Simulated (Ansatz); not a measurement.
## Relaxing AgCl

These are results of DFT PBE, scalar-relativistic, plane waves, PAW in Ansatz 0.2.0, not measurements. (420 eV cutoff, 10×10×10 k-mesh, Gaussian smearing of 0.02 eV, no spin polarisation)

What was changed in AgI: I → Cl on all its sites, cell and atoms relaxed.

Input:

```yaml
crystal:
  lattice:
    - [-2.1324421352, 2.1324421352, 3.0195662238]
    - [2.1324421352, -2.1324421352, 3.0195662238]
    - [2.1324421352, 2.1324421352, -3.0195662238]
  atoms:
    - { symbol: Ag, position: [0.25, 0.75, 0.5] }
    - { symbol: Cl, position: [0.0, 0.0, 0.0] }
basis:
  ecutwfc: 420
kpoints:
  mp_grid: { grid: [10, 10, 10] }
hamiltonian:
  xc: pbe
scf:
  occupations: { method: gaussian, width: 0.02 }
output:
  forces: true
  stress: true
  eigenvalues: true
relax:
  adjacent_minimum: "off"
  f_tol: 0.01
  max_steps: 60
  cell: { stress_tol: 0.1 }
```

F is the free energy. Steps run on the plane waves of an earlier cell, but the last one, and at times one on the way, on a freshly chosen basis, so a repeated geometry can differ a little in energy.

Steps:

```json
{"step": "1", "F − F(1) (eV)": "0.0000", "largest force component (eV/Å)": "0.000", "V (Å³/atom)": "27.462", "P (GPa)": "0.38"}
{"step": "2", "F − F(1) (eV)": "-0.0006", "largest force component (eV/Å)": "0.000", "V (Å³/atom)": "27.699", "P (GPa)": "0.12"}
{"step": "3", "F − F(1) (eV)": "-0.0007", "largest force component (eV/Å)": "0.000", "V (Å³/atom)": "27.802", "P (GPa)": "0.00"}
{"step": "4", "F − F(1) (eV)": "-0.0008", "largest force component (eV/Å)": "0.000", "V (Å³/atom)": "27.802", "P (GPa)": "0.00"}
```

Relaxed structure:

```cif
data_structure
_symmetry_space_group_name_H-M 'P 1'
_symmetry_Int_Tables_number 1
_cell_length_a 4.2850
_cell_length_b 4.2850
_cell_length_c 4.2850
_cell_angle_alpha 120.035
_cell_angle_beta 120.035
_cell_angle_gamma 89.939
_cell_volume 55.60
loop_
_atom_site_label
_atom_site_type_symbol
_atom_site_fract_x
_atom_site_fract_y
_atom_site_fract_z
_atom_site_occupancy
Ag1 Ag 0.25000 0.75000 0.50000 1
Cl1 Cl 0.00000 0.00000 0.00000 1
```

The structure is cubic, space group F-43m (No. 216). Conventional cell: a = 6.059 Å, b = 6.059 Å, c = 6.059 Å, α = 90.00°, β = 90.00°, γ = 90.00°. Ag (site symmetry -43m) is surrounded by 4 Cl at 2.62 Å. Around Cl (site symmetry -43m) lie 4 Ag at 2.62 Å.

The run converged. The run took about 28 core-seconds.